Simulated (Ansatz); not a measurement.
MnSb

```
Mn Sb
1.0
     0.00000    2.78582    2.78582
     2.78582    0.00000    2.78582
     2.78582    2.78582    0.00000
Mn Sb
1 1
Direct
  0.00000 0.00000 0.00000
  0.50000 0.50000 0.50000
```

Atom numbers follow the list: Mn1, Sb2.

The structure comes from a relaxation in the same program, started in the rocksalt type, and has space group Fm-3m. Whether it is a known phase or the ground state wasn't checked.

Other magnetic orders may lie lower; this is the state that the run reached.

Spin–orbit coupling is left out, though it moves levels of the heavy atoms by tenths of an eV or more.

Levels of theory: DFT, PBE, all-electron LAPW, scalar-relativistic (Ansatz 0.2.0); DFT, PBE, PAW with Ansatz's default frozen-core files, scalar-relativistic (Ansatz 0.2.0); DFT, PBE, all-electron PAW with datasets made for the crystal, scalar-relativistic (Ansatz 0.2.0).

For LAPW: a Γ-centred 11×11×11 k mesh, Fermi–Dirac smearing of 0.03 eV, basis error target 1 meV/atom, spin-polarised from start moments Mn1 4 μB. PAW takes a cutoff of 420 eV at this cell. The crystal-made all-electron datasets (AE datasets) take a cutoff of 260 eV at this cell. The Ansatz runs share mesh, smearing and spin set-up. Values come from LAPW unless marked.

```yaml
Pressure_at_this_cell: 0.06 GPa
Volume_per_atom: 145.9 bohr³
```

Question: Band gap: what does the calculation give?

Answer: none: bands cross the Fermi level, a metal.

Question: Give the computed value. Moment of the cell.

Answer: 3.79 μB.

Question: Give the computed value. Moments in the spheres.

Answer: Mn1 3.84, Sb2 -0.12 μB.

Question: Predict this quantity. Contact hyperfine fields (crystal-made datasets).

Answer: Mn1 21.0, Sb2 50.1 T, core polarisation included, positive along the moment of the spin-up electrons.

Question: Give the computed value. Density of states at the Fermi level (0.2 eV bin).

Answer: 0.93 states/eV per cell.

Question: Give the computed value. Löwdin charges (with 0.14 e of the cell spilling out of the atomic basis, so their sizes and signs hang on that basis).

Answer: Mn1 0.76, Sb2 -0.62 e.

Question: Bader charges (from the PAW run): what does the calculation give?

Answer: Mn1 +0.56, Sb2 -0.56 e.
